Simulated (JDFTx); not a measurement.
# Cr in JDFTx: convergence with cutoff

Input of the first run (cutoff 517.016 eV); the others differ in this setting and in those tied to it:

The input Cr.in:

```
lattice \
   -2.7979738535     2.9273199376     2.7720827159 \
    2.7829354130    -2.8278258571     2.8019347195 \
    2.6886116233     2.8628462617    -2.7335001776
coords-type Cartesian
ion Cr    -0.0971902487    -0.0330711329     0.0671182218 1

ion-species pseudo/Cr.upf
elec-cutoff 19
elec-ex-corr gga-x-rpbe gga-c-pbe
kpoint-folding 6 6 6
elec-smearing Fermi 0.0018374661
elec-n-bands 14
spintype z-spin
initial-magnetic-moments Cr 3
elec-initial-magnetization 3 no
electronic-SCF nIterations 100 energyDiffThreshold 1e-09
electronic-minimize nIterations 30 energyDiffThreshold 1e-7
converge-empty-states yes
forces-output-coords Cartesian

dump-name run.$VAR
dump End Ecomponents EigStats BandEigs Kpoints Forces Stress
```

Potentials or basis: PseudoDojo-SR-PBE-0.5-standard.

Launch:

```sh
$ jdftx -c 1 -i Cr.in -o Cr.out
```

The cell isn't the ideal one: cell strained at random at fixed volume.

Hardware: 1 thread of Intel(R) Xeon(R) Platinum 8259CL CPU @ 2.50GHz (Skylake/Cascade Lake) (shared host).

| cutoff | energy less the tightest run, at zero smearing (meV/atom) | pressure (GPa) | SCF cycles | CPU time (s) | peak memory (GiB) |
| --- | --- | --- | --- | --- | --- |
| 517.016 eV | 14899.36 | -542.86 | 9 | 25 | 0.07 |
| 653.073 eV | 4594.91 | -257.62 | 9 | 62 | 0.09 |
| 761.919 eV | 1518.97 | -127.69 | 9 | 64 | 0.11 |
| 897.976 eV | 291.15 | -50.16 | 9 | 98 | 0.13 |
| 1034.03 eV | 35.19 | -25.90 | 9 | 100 | 0.15 |
| 1142.88 eV | 5.08 | -21.60 | 9 | 110 | 0.17 |
| 1278.93 eV | 0.48 | -20.71 | 9 | 100 | 0.19 |
| 1469.41 eV | -0.21 | -20.70 | 9 | 140 | 0.23 |
| 1714.32 eV | 0.00 | -20.68 | 9 | 220 | 0.28 |

Against the tightest run, the energy stays within 1 meV/atom from 1278.93 eV on; the pressure stays within 0.1 GPa from 1278.93 eV on. The tightest run that finished is the yardstick and may itself not be fully converged.

Caveat, for the tightest run too: the k mesh is coarse (spacing up to 0.51 Å⁻¹), so the values aren't converged; the starting moments collapsed, and a magnetic state may lie lower; the potentials were made for another functional, which shifts forces and pressure.
